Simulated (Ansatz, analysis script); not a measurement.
Computed results, one entry a study.

## Energy of spin spirals in a free-standing square Ru monolayer, spacing 3.069 Å

The cell holds 1 atom: 1 Ru. Cell: a = 3.069 Å, b = 3.069 Å, c = 14.000 Å, α = 90.0°, β = 90.0°, γ = 90.0°. An idealised lattice of chosen spacing, in vacuum. Vacuum lies along c.

```xyz
1
Lattice="3.0690 0.0000 0.0000 0.0000 3.0690 0.0000 0.0000 0.0000 14.0000" Properties=species:S:1:pos:R:3
Ru    0.0000    0.0000    7.0000
```

- method: PBE, PAW set soft_1; spin spirals by the generalised Bloch theorem, no spin–orbit coupling (and 2 further levels or steps)
- program: Ansatz 0.2.0 and analysis script 1
- settings of one run: cutoff 420 eV, 20×20×1 k-mesh, cold occupations, smearing width 0.1 eV, cone angle 90 °, wavevectors 13, starting moments 2.51 μB
- notes: The fit misses by 1.0 % of the energy range, so the shells describe the path well, though few points can’t fix distant couplings. In a sheet or chain isotropic couplings alone give no order above 0 K (Mermin and Wagner), so the mean-field number is only an energy scale. Points of the path without a result: 1. They can lie above or below those tabled. The cell was taken as built, with atoms unrelaxed. In doubt: the program’s search for lower states was switched off, so a lower magnetic state than those reached may exist.
- lowest point with a result: q = 0
- highest point with a result: 256 meV a magnetic atom
- J of the nearest shell: 32.5 meV
- mean-field temperature: 759 K

No spiral that was run lies below the ferromagnetic state at q = 0, and winding the moments costs up to 256 meV a magnetic atom. The moments change by at most 16 % from their size at q = 0, a modest change.

[Logs and program files are shortened in this print: banners, set-up blocks, solver, clock and traceback lines can be left out without a mark of their own.]

[Logs are printed without paths, hosts, clocks, repeated set-up lines and the standing remarks that a program may print on its own settings, such as how far it seeks lower states.]

[Hosts, paths, dates, database ids (printed as entryN), source tags and the programs' standing remarks are cut or masked in the printed files.]
